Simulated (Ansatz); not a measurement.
# AlN (Fm-3m) in Ansatz: further runs

Aim: see how the results for AlN move with the level of theory and the settings. Levels: PBE, LDA, PBEsol. Tasks: band structure.

Everything below comes from runs of Ansatz 0.2.0. Logs are shortened: lines on timing, memory, paths and dates and some standing lists are left out, and cuts for length are marked.

### 1 Starting point

The structure is cubic, space group Fm-3m (No. 225). Conventional cell: a = 4.069 Å, b = 4.069 Å, c = 4.069 Å, α = 90.00°, β = 90.00°, γ = 90.00°. Al (site symmetry m-3m) is surrounded by 6 N at 2.03 Å. N (site symmetry m-3m) is surrounded by 6 Al at 2.03 Å.

Measurements of this composition are mostly on another form, of space group No. 186.

### 2 Band structure, PBE

File input.yaml:

```yaml
crystal:
  lattice:
    - [0.0, 2.034518, 2.034518]
    - [2.034518, 0.0, 2.034518]
    - [2.034518, 2.034518, 0.0]
  atoms:
    - { symbol: Al, position: [0.5, 0.5, 0.5] }
    - { symbol: "N", position: [0.0, 0.0, 0.0] }
kpoints:
  mp_grid: { grid: [11, 11, 11] }
  band_path:
    path:
      - [0.0, 0.0, 0.0]
      - [0.5, 0.0, 0.5]
      - [0.5, 0.25, 0.75]
      - [0.375, 0.375, 0.75]
      - [0.0, 0.0, 0.0]
      - [0.5, 0.5, 0.5]
      - [0.625, 0.25, 0.625]
      - [0.5, 0.25, 0.75]
    npoints: 8
scf:
  occupations: { method: fermi_dirac, width: 0.05 }
hamiltonian:
  xc: pbe
  pseudopotentials: { kind: all_electron, lapw: { basis_error: 0.001 } }
output:
  forces: true
  stress: true
  eigenvalues: true
```

Potentials or basis: all-electron LAPW, scalar-relativistic.

The run is started by

```sh
$ ansatz run input.yaml --threads 1 --pin off --max-ram 3072MiB --backend cpu --events-out ev --progress --plain --runs-dir out
```

The program printed:

```text
Warning: RAYON_NUM_THREADS=1 ignored (pool sized by the plan → 1); use --threads N
LAPW: plane waves up to 9.188 Å⁻¹, error target 1.0e-3 eV per atom; small_component_spin mean_spin; N in spheres of 0.986 Å, 7 of its electrons in bands, Dirac shells []; Al in spheres of 1.048 Å, 11 of its electrons in bands, Dirac shells [] (how accurate: hamiltonian.pseudopotentials.lapw.basis_error, Limitations)
Engine: ansatz 0.2.0, x86_64-unknown-linux-gnu
Pseudopotentials: kind: all_electron
Pseudopotential: Al, LAPW, valence charge 11, lapw/all_electron/scalar/gaussian/Al, Koelling and Harmon's equation, gaussian nucleus
Pseudopotential: N, LAPW, valence charge 7, lapw/all_electron/scalar/gaussian/N, Koelling and Harmon's equation, gaussian nucleus
Functional definition: PBE
  parameter kappa = 0.804
  parameter beta = 0.06672455060314922
  exchange = pbe_x(kappa = kappa, mu = beta*pi^2/3)
  correlation = pbe_c(beta = beta)
Crystal: 2 atoms, lattice volume = 16.843 Å³
Basis set: ecut = 321.6577703694039 eV, 229 PW (Γ), exchange–correlation at level 2
Bands: 13, of which v1, the nominal top of the filled ones, is band 9 counted from 1 (8 counted from 0)
Symmetry: 48 space group operations
Space group: Fm-3m (ITA 225), of the structure as read, at distance tolerance 2.6e-5 Å
k-points: 56 of 1331
Non-local potential: Al, projectors of the file, none
Non-local potential: N, projectors of the file, none
Initial density: superposition of atomic densities (chi_scale 0.1, normalization cell, long waves kept (reshape's long-wave potential 0.00 eV rms))
Initial wavefunctions: plane waves of lowest kinetic energy (no species holds an atomic orbital)
Functional: x = pbe(κ = 0.804, μ = 0.2195149727645171), c = pbe(β = 0.06672455060314922)
iter 1 solved again at ethr=1.81e-2 eV; its pass at ethr=1.00e-1 eV (dr2=3.26e0 eV) is discarded
SCF iter   1: F=—  HF=-8101.812684 eV  |F-HF|=—  |Δ(HF+E_count)|=         —  Δρ=1.36e-1  dr2=3.26e0  ethr=1.81e-2  ⟨swp⟩=2.0  Hψ=5145  notcnv=0
preconditioner: auto → none  [insulator: Δε(μ)=6.526 eV  Ē_g=17.733 eV  σ=0.050 eV  W_gap=1.00  n_scr=8 (ndim 8)  ℏωp=25.6 eV  f_vac=0.000  D(μ)=0.00/eV (n_scr^D=0)  ε∞_Penn≈3.1]
iter 2 solved again at ethr=2.53e-4 eV; its pass at ethr=1.81e-2 eV (dr2=4.55e-2 eV) is discarded
SCF iter   2: F=—  HF=-8100.234594 eV  |F-HF|=—  |Δ(HF+E_count)|=    1.58e0  Δρ=2.40e-2  dr2=4.56e-2  ethr=2.53e-4  ⟨swp⟩=2.4  Hψ=3886  notcnv=0
SCF iter   3: F=—  HF=-8100.070760 eV  |F-HF|=—  |Δ(HF+E_count)|=         —  Δρ=1.44e-2  dr2=3.02e-2  ethr=2.53e-4  ⟨swp⟩=3.0  Hψ=2369  notcnv=0
the basis was enlarged: its passes take 129.4 KiB over the memory plan, 1 of 1 planned eigensolver slots
SCF iter   4: F=—  HF=-8100.069956 eV  |F-HF|=—  |Δ(HF+E_count)|=   8.04e-4  Δρ=8.15e-4  dr2=8.63e-5  ethr=1.68e-4  ⟨swp⟩=2.0  Hψ=2184  notcnv=0
SCF iter   5: F=—  HF=-8100.069972 eV  |F-HF|=—  |Δ(HF+E_count)|=   1.60e-5  Δρ=1.44e-4  dr2=1.52e-6  ethr=4.80e-7  ⟨swp⟩=2.2  Hψ=1978  notcnv=0
SCF iter   6: F=—  HF=-8100.069972 eV  |F-HF|=—  |Δ(HF+E_count)|=   1.27e-7  Δρ=2.55e-5  dr2=5.12e-8  ethr=8.43e-9  ⟨swp⟩=2.9  Hψ=2068  notcnv=0
SCF iter   7: F=-8100.069972 eV  HF=-8100.069972 eV  |F-HF|=1.26e-10  |Δ(HF+E_count)|=   7.77e-8  Δρ=2.03e-6  dr2=5.62e-10  ethr=2.84e-10  ⟨swp⟩=2.6  Hψ=2019  notcnv=0
SCF 1 converged in 7 iterations: F = -8100.069972 eV  dr2 = 5.62e-10
NSCF: frozen V_eff on 57 k-points
SCF converged after 7 iterations
Free energy (F): -8100.069972 eV
Harris-Foulkes:  -8100.069972 eV  (|F-HF|=1.26e-10)
Internal energy: -8100.069972 eV  (E = F + TS)
E sigma→0 (E₀):  -8100.069972 eV
Fermi energy:    15.143225 eV
--- Per-component energies (eV) ---
  E_band       = -1153.025734
  E_kinetic    = 8109.498347
  E_xc         = -698.134492
  E_electrostatic = -15511.433827  (all electrons and nuclei)
  E_smearing   = -0.000000  (= −TS)
  E_closure    = 0.000000  (closes the sum)
  E_atoms      = -8085.525438  (free atoms, spherical and without spin; not in F)
  Σ components = -8100.069972   (vs F -8100.069972, Δ=0.00e0)
  Basis errors (estimates in eV, not in F): energy 3.8e-4 per atom: plane waves 3.3e-4 (1.9e-4 summed), levels above the bands 4.9e-101, relativity 3.4e-8, radial functions 5.5e-5, core shells 3.1e-13; eigenvalues (radial functions only) 8.7e-6; not estimated: angular momenta, meshes, grids; target (lapw.basis_error) 1.0e-3; muffin-tin radii N 0.986 Å, Al 1.048 Å
--- Forces (eV/Å), atoms counted from 1 ---
  atom   1  Al     0.00000000    -0.00000000    -0.00000000
  atom   2  N     -0.00000000     0.00000000    -0.00000000
  max |Σ_I F_I| component: 5.26e-31 eV/Å
--- Stress (GPa, compression-positive) ---
        0.331443       0.000000      -0.000000
        0.000000       0.331443       0.000000
       -0.000000       0.000000       0.331443
  P = ⅓ Tr σ = 0.3314 GPa (3.314 kbar)
--- Band table (eV; the first three rows and the last of 56) ---
  k-point 0: bands = ["-361.6497", "-89.1707", "-50.6296", "-50.6296", "-50.6296", "-4.5219", "12.8555", "12.8555", "12.8555", "18.2686", "24.9497", "24.9497", "24.9497"]
  k-point 1: bands = ["-361.6497", "-89.1705", "-50.6315", "-50.6299", "-50.6299", "-4.3548", "11.9969", "12.7571", "12.7571", "18.8192", "24.1569", "25.1958", "25.1958"]
  k-point 2: bands = ["-361.6497", "-89.1700", "-50.6363", "-50.6305", "-50.6305", "-3.8662", "10.1360", "12.5093", "12.5093", "19.5453", "23.4839", "25.4394", "25.4394"]
  k-point 55: bands = ["-361.6497", "-89.1672", "-50.6452", "-50.6441", "-50.6379", "-0.2806", "7.0395", "7.3213", "9.3527", "20.5570", "22.8645", "24.0477", "25.2436"]
```

It took 3.8 s on 1 thread of Intel Xeon 6975P-C (Granite Rapids), shared host; peak memory 0.31 GiB.

What came out:

```yaml
Free_energy: -8100.0700 eV
Pressure: 0.3 GPa
Band_gap_on_the_k_mesh: 4.57 eV, indirect (least direct gap 5.41 eV)
Band_gap_along_the_path: 4.44 eV, indirect (least direct gap 5.41 eV)
```

Levels at the corners of the path, in eV from the valence-band top:
```csv
point,band 7,band 8,band 9,band 10,band 11,band 12
Γ,0.00,0.00,0.00,5.41,12.09,12.09
X,-7.25,-2.75,-2.75,4.44,5.33,13.82
W,-5.59,-5.59,-3.86,7.91,10.61,10.61
K,-6.40,-5.37,-2.25,5.75,9.14,12.61
Γ,0.00,0.00,0.00,5.41,12.09,12.09
L,-8.18,-1.04,-1.04,6.02,10.86,10.86
U,-6.40,-5.37,-2.25,5.75,9.14,12.61
W,-5.59,-5.59,-3.86,7.91,10.61,10.61
```

Caveat: the mesh misses the band edges, which the band path finds closer together.

### 3 Band structure, LDA

input.yaml, as its differences from that of step 2:

```diff
@@ -24,3 +24,3 @@
 hamiltonian:
-  xc: pbe
+  xc: lda
   pseudopotentials: { kind: all_electron, lapw: { basis_error: 0.001 } }
```

Potentials or basis: all-electron LAPW, scalar-relativistic.

The run is started by

```sh
$ ansatz run input.yaml --threads 1 --pin off --max-ram 3072MiB --backend cpu --events-out ev --progress --plain --runs-dir out
```

The program printed:

```text
Warning: RAYON_NUM_THREADS=1 ignored (pool sized by the plan → 1); use --threads N
LAPW: plane waves up to 9.195 Å⁻¹, error target 1.0e-3 eV per atom; small_component_spin mean_spin; N in spheres of 0.985 Å, 7 of its electrons in bands, Dirac shells []; Al in spheres of 1.049 Å, 11 of its electrons in bands, Dirac shells [] (how accurate: hamiltonian.pseudopotentials.lapw.basis_error, Limitations)
[... 4 set-up lines as earlier in the session ...]
Functional definition: SPW92
  exchange = slater_x
  correlation = pw_c
Crystal: 2 atoms, lattice volume = 16.843 Å³
Basis set: ecut = 322.10639521518243 eV, 229 PW (Γ), exchange–correlation at level 2
Bands: 13, of which v1, the nominal top of the filled ones, is band 9 counted from 1 (8 counted from 0)
[... 2 set-up lines as earlier in the session ...]
k-points: 56 of 1331
[... 4 set-up lines as earlier in the session ...]
Functional: x = slater, c = lda
iter 1 solved again at ethr=1.85e-2 eV; its pass at ethr=1.00e-1 eV (dr2=3.32e0 eV) is discarded
SCF iter   1: F=—  HF=-8067.738895 eV  |F-HF|=—  |Δ(HF+E_count)|=         —  Δρ=1.37e-1  dr2=3.32e0  ethr=1.85e-2  ⟨swp⟩=2.0  Hψ=5192  notcnv=0
preconditioner: auto → none  [insulator: Δε(μ)=6.724 eV  Ē_g=17.628 eV  σ=0.050 eV  W_gap=1.00  n_scr=8 (ndim 8)  ℏωp=25.6 eV  f_vac=0.000  D(μ)=0.00/eV (n_scr^D=0)  ε∞_Penn≈3.1]
iter 2 solved again at ethr=3.66e-4 eV; its pass at ethr=1.84e-2 eV (dr2=6.59e-2 eV) is discarded
SCF iter   2: F=—  HF=-8066.125209 eV  |F-HF|=—  |Δ(HF+E_count)|=    1.61e0  Δρ=2.70e-2  dr2=6.60e-2  ethr=3.66e-4  ⟨swp⟩=2.5  Hψ=3897  notcnv=0
SCF iter   3: F=—  HF=-8065.915677 eV  |F-HF|=—  |Δ(HF+E_count)|=   2.10e-1  Δρ=1.45e-2  dr2=3.07e-2  ethr=3.66e-4  ⟨swp⟩=3.0  Hψ=2367  notcnv=0
SCF iter   4: F=—  HF=-8065.905159 eV  |F-HF|=—  |Δ(HF+E_count)|=         —  Δρ=4.78e-4  dr2=2.20e-5  ethr=1.71e-4  ⟨swp⟩=2.0  Hψ=2063  notcnv=0
the basis was enlarged: its passes take 25.0 KiB over the memory plan, 1 of 1 planned eigensolver slots
SCF iter   5: F=—  HF=-8065.905138 eV  |F-HF|=—  |Δ(HF+E_count)|=   2.05e-5  Δρ=1.17e-4  dr2=7.77e-7  ethr=1.22e-7  ⟨swp⟩=2.9  Hψ=2030  notcnv=0
SCF iter   6: F=—  HF=-8065.905138 eV  |F-HF|=—  |Δ(HF+E_count)|=   6.56e-7  Δρ=2.28e-5  dr2=3.18e-8  ethr=4.31e-9  ⟨swp⟩=2.1  Hψ=1964  notcnv=0
SCF iter   7: F=-8065.905138 eV  HF=-8065.905138 eV  |F-HF|=8.37e-10  |Δ(HF+E_count)|=   9.15e-8  Δρ=1.60e-6  dr2=1.76e-10  ethr=1.77e-10  ⟨swp⟩=2.1  Hψ=1965  notcnv=0
SCF 1 converged in 7 iterations: F = -8065.905138 eV  dr2 = 1.76e-10
NSCF: frozen V_eff on 57 k-points
SCF converged after 7 iterations
Free energy (F): -8065.905138 eV
Harris-Foulkes:  -8065.905138 eV  (|F-HF|=8.37e-10)
Internal energy: -8065.905138 eV  (E = F + TS)
E sigma→0 (E₀):  -8065.905138 eV
Fermi energy:    14.779049 eV
--- Per-component energies (eV) ---
  E_band       = -1148.098802
  E_kinetic    = 8062.075581
  E_xc         = -662.135789
  E_electrostatic = -15465.844929  (all electrons and nuclei)
  E_smearing   = -0.000000  (= −TS)
  E_closure    = 0.000000  (closes the sum)
  E_atoms      = -8049.684938  (free atoms, spherical and without spin; not in F)
  Σ components = -8065.905138   (vs F -8065.905138, Δ=0.00e0)
  Basis errors (estimates in eV, not in F): energy 3.9e-4 per atom: plane waves 3.7e-4 (2.1e-4 summed), levels above the bands 2.2e-100, relativity 4.7e-9, radial functions 2.3e-5, core shells 3.2e-13; eigenvalues (radial functions only) 8.6e-6; not estimated: angular momenta, meshes, grids; target (lapw.basis_error) 1.0e-3; muffin-tin radii N 0.985 Å, Al 1.049 Å
--- Forces (eV/Å), atoms counted from 1 ---
  atom   1  Al     0.00000000    -0.00000000     0.00000000
  atom   2  N     -0.00000000     0.00000000    -0.00000000
  max |Σ_I F_I| component: 6.57e-31 eV/Å
--- Stress (GPa, compression-positive) ---
      -10.871934       0.000000       0.000000
        0.000000     -10.871934       0.000000
        0.000000       0.000000     -10.871934
  P = ⅓ Tr σ = -10.8719 GPa (-108.719 kbar)
--- Band table (eV; the first three rows and the last of 56) ---
  k-point 0: bands = ["-358.5196", "-88.5450", "-50.7434", "-50.7434", "-50.7434", "-4.6619", "12.5729", "12.5729", "12.5729", "18.0609", "24.5457", "24.5457", "24.5457"]
  k-point 1: bands = ["-358.5196", "-88.5447", "-50.7453", "-50.7437", "-50.7437", "-4.4929", "11.7258", "12.4742", "12.4742", "18.5908", "23.7651", "24.7893", "24.7893"]
  k-point 2: bands = ["-358.5196", "-88.5441", "-50.7504", "-50.7444", "-50.7444", "-3.9982", "9.8732", "12.2260", "12.2260", "19.2827", "23.1017", "25.0086", "25.0086"]
  k-point 55: bands = ["-358.5196", "-88.5412", "-50.7596", "-50.7584", "-50.7519", "-0.3082", "6.7326", "7.0115", "9.0383", "20.1024", "22.4855", "23.6644", "24.7878"]
```

bands.tsv:

```text
# k_distance	band_0	band_1	band_2	band_3	band_4	band_5	band_6	band_7	band_8	band_9	band_10	band_11	band_12
# fermi_ev = 14.779049
# lock_threshold_ev = 1e-6
[... 14 lines left out ...]
0.579055	-373.298604	-103.322833	-65.529312	-65.525235	-65.525235	-18.507590	-4.717706	-3.269860	-3.269860	5.341458	6.349385	9.196253	11.474274
0.772073	-373.298604	-103.322104	-65.533522	-65.526962	-65.526962	-17.828452	-5.951929	-3.809661	-3.809661	5.182047	5.200899	8.674085	12.350936
0.965091	-373.298604	-103.321376	-65.537703	-65.528692	-65.528692	-17.028356	-7.165024	-4.288324	-4.288324	4.097056	4.252103	9.417769	13.163670
[... 49 lines left out ...]
7.260529	-373.298604	-103.320204	-65.538531	-65.537345	-65.531481	-15.042916	-8.010082	-7.654591	-6.048097	5.465936	7.881260	8.708851	9.768458
7.328771	-373.298604	-103.320200	-65.537928	-65.537928	-65.531559	-15.035046	-7.824416	-7.824416	-6.102008	5.528913	8.308214	8.308214	9.675314
```

Run time: 3.7 s. Hardware: 1 thread of Intel Xeon 6975P-C (Granite Rapids), shared host; peak memory 0.3 GiB.

Results:

```yaml
Free_energy: -8065.9051 eV
Pressure: -10.9 GPa
Band_gap_on_the_k_mesh: 4.41 eV, indirect (least direct gap 5.49 eV)
Band_gap_along_the_path: 4.28 eV, indirect (least direct gap 5.49 eV)
```

Levels at the corners of the path, in eV from the valence-band top:
| point | band 6 | band 7 | band 8 | band 9 | band 10 | band 11 | band 12 | band 13 |
| --- | --- | --- | --- | --- | --- | --- | --- | --- |
| Γ | -17.23 | 0.00 | 0.00 | 0.00 | 5.49 | 11.97 | 11.97 | 11.97 |
| X | -12.99 | -7.27 | -2.76 | -2.76 | 4.28 | 5.24 | 13.67 | 16.70 |
| W | -12.83 | -5.62 | -5.62 | -3.90 | 7.74 | 10.51 | 10.51 | 11.88 |
| K | -12.97 | -6.43 | -5.40 | -2.26 | 5.60 | 9.03 | 12.48 | 14.24 |
| Γ | -17.23 | 0.00 | 0.00 | 0.00 | 5.49 | 11.97 | 11.97 | 11.97 |
| L | -13.97 | -8.22 | -1.04 | -1.04 | 6.01 | 10.67 | 10.67 | 12.83 |
| U | -12.97 | -6.43 | -5.40 | -2.26 | 5.60 | 9.03 | 12.48 | 14.24 |
| W | -12.83 | -5.62 | -5.62 | -3.90 | 7.74 | 10.51 | 10.51 | 11.88 |

Caveat: the mesh misses the band edges, which the band path finds closer together. LDA gaps usually lie below the measured ones, often by a third to a half.

### 4 Band structure, PBEsol

input.yaml, as its differences from that of step 3:

```diff
@@ -24,3 +24,3 @@
 hamiltonian:
-  xc: lda
+  xc: pbesol
   pseudopotentials: { kind: all_electron, lapw: { basis_error: 0.001 } }
```

The run is started by

```sh
$ ansatz run input.yaml --threads 1 --pin off --max-ram 3072MiB --backend cpu --events-out ev --progress --plain --runs-dir out
```

Wall time 4.2 s (1 thread of Intel Xeon 6975P-C (Granite Rapids), shared host); peak memory 0.31 GiB.

The run converged. Its results:

```
Free energy             : -8081.9190 eV
Pressure                : -4.4 GPa
Band gap on the k mesh  : 4.50 eV, indirect (least direct gap 5.39 eV)
Band gap along the path : 4.37 eV, indirect (least direct gap 5.39 eV)
```

Levels at the corners of the path, in eV from the valence-band top:
```tsv
point	band 6	band 7	band 8	band 9	band 10	band 11	band 12	band 13
Γ	-17.38	0.00	0.00	0.00	5.39	11.97	11.97	11.97
X	-13.18	-7.31	-2.77	-2.77	4.37	5.18	13.74	16.86
W	-13.02	-5.65	-5.65	-3.89	7.86	10.51	10.51	11.95
K	-13.16	-6.46	-5.42	-2.27	5.65	9.05	12.52	14.38
Γ	-17.38	0.00	0.00	0.00	5.39	11.97	11.97	11.97
L	-14.14	-8.25	-1.05	-1.05	5.92	10.75	10.75	12.97
U	-13.16	-6.46	-5.42	-2.27	5.65	9.05	12.52	14.38
W	-13.02	-5.65	-5.65	-3.89	7.86	10.51	10.51	11.95
```

Caveat: the mesh misses the band edges, which the band path finds closer together.

### 5 Summary

```csv
level,gap on the mesh (eV),pressure (GPa)
PBE,4.57,0.3
LDA,4.41,-10.9
PBEsol,4.50,-4.4
```

Alike in all rows: task band structure; potentials or basis all-electron LAPW, scalar-relativistic; no spin polarisation; cell as given; k mesh 11 × 11 × 11; cutoff (eV) 322; smearing fermi-dirac 0.05 eV; basis error allowed 0.001 eV/atom.

On the cell as given the gap runs from 4.28 eV (LDA) to 4.44 eV (PBE). The pressure there spans -10.9 GPa (LDA) to 0.3 GPa (PBE); a positive pressure means that this level wants a larger cell, a negative one a smaller.

Caveats: the mesh misses the band edges, which the band path finds closer together.

Compare energies only between runs with the same functional and basis.
